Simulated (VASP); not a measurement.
Input of a VASP 6.6.1 run:

INCAR

```
SYSTEM = BeH
PREC     = Accurate       ! precision mode
ENCUT    = 520            ! plane-wave cutoff, eV
EDIFF    = 1E-6           ! SCF threshold, eV
ISMEAR   = -1             ! smearing method
SIGMA    = 0.0368         ! smearing width, eV
LREAL    = .False.        ! projectors in reciprocal space
LASPH    = .True.         ! aspherical terms in the spheres
NELM     = 80             ! most SCF steps
ALGO     = Normal         ! electronic algorithm
ISIF     = 2              ! what is computed and relaxed
LWAVE    = .False.        ! write WAVECAR
LCHARG   = .False.        ! write CHGCAR
GGA      = PE             ! functional
NBANDS   = 8              ! bands
```

File KPOINTS:

```
regular mesh
0
Gamma
  8 8 8
  0 0 0
```

The input POSCAR:

```
BeH
1.0
    0.0000000000      1.9764790000      1.9764790000
    1.9764790000      0.0000000000      1.9764790000
    1.9764790000      1.9764790000      0.0000000000
Be H
1 1
Direct
    0.0000000000      0.0000000000      0.0000000000
    0.5000000000      0.5000000000      0.5000000000
```

Potentials or basis: VASP PAW PBE potentials, release 64 (Be, H).

The run is started by

```bash
$ cat potpaw_PBE.64/Be/POTCAR potpaw_PBE.64/H/POTCAR > POTCAR
$ mpirun -np 1 vasp_std > vasp.out
```

**Question.** Estimate the pressure.

**Answer.** -20.0 GPa.

**Question.** What does it give for the band gap on the k mesh?

**Answer.** None (metal or under the smearing width).

Caveat: so large a pressure means that the cell lies far from this level's equilibrium, or that cutoff or potentials fall short.
